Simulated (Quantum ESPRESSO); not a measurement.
Write the native input for Quantum ESPRESSO 7.5 that does the following.

- Task: single point
- Functional: PBEsol
- Potentials or basis: GBRV 1.5 PBEsol
- Cutoff: 612 eV
- Density cutoff: 4898 eV
- k mesh: 10 × 10 × 10
- Occupations: fermi-dirac, width 0.05 eV
- Spin: no spin polarisation
- Mixing beta: 0.5
- Most SCF iterations: 120
- SCF threshold: 6e-10 Ry

The system is MgO2.

```
Mg O
1.0
     1.60476    0.92651    3.49398
    -1.60476    0.92651    3.49398
     0.00000   -1.85302    3.49398
Mg O
1 2
Direct
  0.01111 0.99669 0.99658
  0.58252 0.57440 0.55842
  0.43034 0.42537 0.43641
```

The cell comes from a database or a generator and needn't be the stable form of this composition.

The cell isn't the ideal one: atoms moved at random, drawn with an rms of 0.05 Å.

The input as run:

pw.in

```
&CONTROL
  calculation = 'scf'
  prefix = 'pwscf'
  outdir = './tmp'
  pseudo_dir = './pseudo'
  tprnfor = .true.
  tstress = .true.
  disk_io = 'nowf'
/
&SYSTEM
  ibrav = 0
  nat = 3
  ntyp = 2
  ecutwfc = 45
  ecutrho = 360
  nbnd = 18
  occupations = 'smearing'
  smearing = 'fd'
  degauss = 0.00367493
/
&ELECTRONS
  conv_thr = 6d-10
  electron_maxstep = 120
  mixing_beta = 0.5
/
ATOMIC_SPECIES
Mg    24.3050 mg_pbesol_v1.4.uspp.F.UPF
O     15.9990 o_pbesol_v1.2.uspp.F.UPF
CELL_PARAMETERS angstrom
   1.6047610160    0.9265092046    3.4939788749
  -1.6047610160    0.9265092046    3.4939788749
   0.0000000000   -1.8530184092    3.4939788749
ATOMIC_POSITIONS crystal
Mg     0.0111100000   -0.0033120000   -0.0034200000
O      0.5825210000    0.5744040000    0.5584220000
O      0.4303450000    0.4253690000    0.4364090000
K_POINTS automatic
10 10 10 0 0 0
```

Potentials or basis: GBRV 1.5 PBEsol.

Launch:

```sh
$ OMP_NUM_THREADS=1 mpirun -n 2 pw.x -nk 2 -in pw.in > pw.out
```

It gave:

* Pressure: -4.0 GPa
* Largest force: 0.244 eV/Å
* Band gap on the k mesh: 2.28 eV, direct

Wall time 67 s on 2 MPI ranks on Arm Neoverse V1, with other jobs on the host, peak memory 0.36 GiB a rank.
